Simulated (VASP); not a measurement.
## Y: work function with LDA

The system is Y, a slab with vacuum.

```xyz
3
Lattice="3.6515 0.0000 0.0000 -1.8257 3.1623 0.0000 0.0000 0.0000 20.7474" Properties=species:S:1:pos:R:3 pbc="T T T"
Y     0.0000    2.1082    7.5000
Y     1.8257    1.0541   10.3737
Y     0.0000    2.1082   13.2474
```

The slab is cut from a database's or a generator's crystal, which needn't be the stable form of the element.

```yaml
Program: VASP 6.6.1
Task: work function
Functional: LDA
Potentials_or_basis: VASP PAW LDA potentials, release 64 (Y_sv)
Cutoff: 520 eV
k_mesh: 8 × 8 × 1
Occupations: fermi-dirac, width 0.05 eV
Spin: no spin polarisation
Dipole_correction: yes
Further_INCAR_settings: ALGO = Normal; EDIFF = 1e-06
```

```yaml
Largest_force: 0.482 eV/Å
Band_gap_on_the_k_mesh: none (metal or under the smearing width)
Work_function_of_the_upper_face: 3.45 eV
Work_function_of_the_lower_face: 3.45 eV
```

Forces in eV/Å, atoms in the order of the input:
```
Y    0.000  0.000  0.482
Y    0.000  0.000  0.000
Y    0.000  0.000 -0.482
```

Levels at points of the mesh, in eV from the Fermi level:
| k point | band 15 | band 16 | band 17 | band 18 | band 19 | band 20 |
| --- | --- | --- | --- | --- | --- | --- |
| (0.00, 0.00, 0.00) | -2.25 | 0.13 | 0.25 | 0.83 | 1.52 | 1.54 |
| (0.50, 0.00, 0.00) | -1.22 | -0.47 | -0.21 | 0.49 | 0.72 | 1.28 |

Wall time 82 s on 1 thread of Intel(R) Xeon(R) Platinum 8488C (Sapphire Rapids), on a shared host, peak memory 0.29 GiB.
